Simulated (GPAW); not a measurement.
A run of GPAW 26.7.0 is set up as follows.

File run.py:

```python
from ase.dft.bandgap import bandgap
from ase.io import read, write
from ase.units import GPa
from gpaw import GPAW, PW

atoms = read('POSCAR')

calc = GPAW(mode=PW(600),
            xc='PBE',
            kpts={'size': (9, 9, 2), 'gamma': True},
            occupations={'name': 'fermi-dirac', 'width': 0.05},
            nbands=46,
            convergence={'density': 1e-05, 'energy': 1e-05},
            maxiter=150,
            txt='gpaw.txt')
atoms.calc = calc
energy = atoms.get_potential_energy()
forces = atoms.get_forces()
stress = atoms.get_stress()
calc.write('gs.gpw')
write('result.traj', atoms)
print(f'Energy: {energy:.6f} eV')
print('Forces (eV/A):')
print(forces.round(4))
print('Stress (GPa):', (stress / GPa).round(3))
print('Fermi level:', round(calc.get_fermi_level(), 4), 'eV')
print(f'Gap: {bandgap(calc)[0]:.4f} eV, direct: {bandgap(calc, direct=True)[0]:.4f} eV')

path = atoms.cell.bandpath('GMKGALHA,LM,KH', npoints=100, eps=1e-4)
bs_calc = calc.fixed_density(kpts=path, symmetry='off', nbands=71,
                             convergence={'bands': 'CBM+6.0', 'eigenstates': 1e-6}, txt='bands.txt')
bs = bs_calc.band_structure()
bs.write('bs.json')
print(f'Gap on the path: {bandgap(bs_calc)[0]:.4f} eV')
```

File POSCAR:

```
MoSe2
1.0
    3.2880000000      0.0000000000      0.0000000000
   -1.6440000000      2.8474915276      0.0000000000
    0.0000000000      0.0000000000     12.9000000000
Mo Se
2 4
Direct
    0.6666666667      0.3333333333      0.7500000000
    0.3333333333      0.6666666667      0.2500000000
    0.6666666667      0.3333333333      0.3750000000
    0.3333333333      0.6666666667      0.8750000000
    0.6666666667      0.3333333333      0.1250000000
    0.3333333333      0.6666666667      0.6250000000
```

Potentials or basis: GPAW PAW data sets (gpaw-data 1.2.1), pw.

The run is started by

```console
$ OMP_NUM_THREADS=1 python run.py
```

Question: What does it give for the band gap along the path?

Answer: 0.84 eV, indirect (least direct gap 1.36 eV).

Question: What does it give for the largest force?

Answer: 1.099 eV/Å.

Stress tensor (GPa, compression positive):
```
 6.16  0.00  0.00
 0.00  6.16  0.00
 0.00  0.00 11.57
```

Caveat: the cell's inner coordinates are idealised or old, which leaves forces on the atoms; this functional lacks dispersion, which binds the layers, so the pressure and a relaxed spacing across them are unreliable. PBE gaps usually lie below the measured ones, often by a third to a half.
